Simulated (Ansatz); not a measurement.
# CdTe: the cost of one run

Method: DFT PBEsol, scalar-relativistic, plane waves, PAW, in Ansatz 0.2.0.

2 further runs of the same task are left out: 2 set aside as unsound or not needed.

## 1. Starting point

The cell holds 32 atoms (Cd15Te16Zn): a = 11.243 Å, b = 11.243 Å, c = 11.243 Å, α = 109.47°, β = 109.47°, γ = 109.47°.

The coordinates of this cell stand in the input of its own run.

The host was relaxed before at PBEsol: a = 6.491 Å, b = 6.491 Å, c = 6.491 Å, α = 90.00°, β = 90.00°, γ = 90.00° (conventional cell), 34.187 Å³/atom.

Places, in fractions of the supercell: Zn in place of Cd at (0.000, 0.250, 0.750). The start keeps the symmetry of the ideal site.

## 2. Band edges of the host over the zone

Contents of input.yaml:

```yaml
crystal:
  lattice:
    - [0.0, 3.2455445498, 3.2455445498]
    - [3.2455445498, 0.0, 3.2455445498]
    - [3.2455445498, 3.2455445498, 0.0]
  atoms:
    - { symbol: Cd, position: [0.0, 0.0, 0.0] }
    - { symbol: Te, position: [0.25, 0.25, 0.25] }
basis:
  ecutwfc: 420
  xc_grid: 2
kpoints:
  mp_grid: { grid: [8, 8, 8] }
  band_path: { path: [VBM, CBM], npoints: 2 }
hamiltonian:
  xc: pbesol
scf:
  occupations: { method: gaussian, width: 0.02 }
output:
  forces: true
  stress: true
  eigenvalues: true
```

Launch:

```sh
> ansatz run input.yaml --threads 8 --pin off --max-ram 16384MiB --backend cpu --events-out ev --progress --plain --runs-dir out
```

Q: Estimate wall time and peak memory on 8 threads of Arm Neoverse V2, shared host.

About 2.3 s, with a peak of 0.39 GiB.
